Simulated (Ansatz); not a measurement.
# NaI: how the settings move a relaxation

How sensitive is a relaxation of NaI to its settings? A reference run comes first, then one run with altered input.

Computed with Ansatz 0.2.0 (reference: DFT, PBEsol, PAW with Ansatz's default frozen-core files, scalar-relativistic; relaxation of cell and atoms, unless a step's input says otherwise).

### 1 The starting structure

The structure is cubic, space group Fm-3m (No. 225). Conventional cell: a = 6.401 Å, b = 6.401 Å, c = 6.401 Å, α = 90.00°, β = 90.00°, γ = 90.00°. Around Na (site symmetry m-3m) lie 6 I at 3.20 Å. I (site symmetry m-3m) has 6 Na at 3.20 Å as nearest neighbours.

As a file:

```cif
data_structure
_symmetry_space_group_name_H-M 'Fm-3m'
_symmetry_Int_Tables_number 225
_cell_length_a 6.4005
_cell_length_b 6.4005
_cell_length_c 6.4005
_cell_angle_alpha 90.000
_cell_angle_beta 90.000
_cell_angle_gamma 90.000
_cell_volume 262.21
loop_
_atom_site_label
_atom_site_type_symbol
_atom_site_symmetry_multiplicity
_atom_site_Wyckoff_symbol
_atom_site_fract_x
_atom_site_fract_y
_atom_site_fract_z
_atom_site_occupancy
Na1 Na 4 a 0.00000 0.00000 0.00000 1
I1 I 4 b 0.50000 0.00000 0.00000 1
```

### 2 Reference

Contents of input.yaml:

```yaml
crystal:
  lattice:
    - [0.0, 3.20025765743, 3.20025765743]
    - [3.20025765743, 0.0, 3.20025765743]
    - [3.20025765743, 3.20025765743, 0.0]
  atoms:
    - { symbol: Na, position: [0.0, 0.0, 0.0] }
    - { symbol: I, position: [0.5, 0.5, 0.5] }
kpoints:
  mp_grid: { grid: [6, 6, 6] }
scf:
  occupations: { method: fixed }
hamiltonian:
  xc: pbesol
  pseudopotentials: { kind: paw }
relax:
  f_tol: 0.002
  max_steps: 80
  cell: { p_target: 5 }
output:
  forces: true
  stress: true
```

The run is started by

```bash
$ ansatz run input.yaml --threads 1 --pin off --max-ram 2560MiB --backend cpu --events-out ev --progress --plain --runs-dir out
```

### 3 Changing settings: n_extra_bands 16, xc r2scan, xc_grid 4

Edit input.yaml of step 2 so:

```diff
@@ -12,4 +12,5 @@
   occupations: { method: fixed }
+  n_extra_bands: 16
 hamiltonian:
-  xc: pbesol
+  xc: r2scan
   pseudopotentials: { kind: paw }
@@ -22 +23,7 @@
   stress: true
+  write_density: true
+  write_potential: true
+  elf: true
+  volumetric_format: npy
+basis:
+  xc_grid: 4
```

Q: Predict the outcome of this session. Wanted: for each run, ending; energy change; pressure; gap; force.

The runs gave:

```tsv
run	ending	energy change	pressure (GPa)	gap (eV)	force (eV/Å)	cycles	time
reference	converged	-	5.0	4.20	0.00	27	4.6 s
1: n_extra_bands 16, xc r2scan, xc_grid 4	converged	not comparable	5.0	5.13	0.00	27	18 s
```

Times don't compare one to one where runs were asked for different outputs or read a saved state (see the inputs); cycles may leave out searches for a lower state.

What this shows: Total energies don't compare across a change of functional; the gap on the mesh goes from 4.20 to 5.13 eV and the final volume goes from 54.47 to 55.95 Å³. The numerical grids changed too. The gap of the reference lacks spin-orbit coupling, though the cell holds I.

The gaps are Kohn-Sham values of a semilocal functional, not quasiparticle or optical gaps. Such gaps usually fall short of the measured ones; spin-orbit coupling, left out here, narrows gaps with I, so the two errors partly cancel.
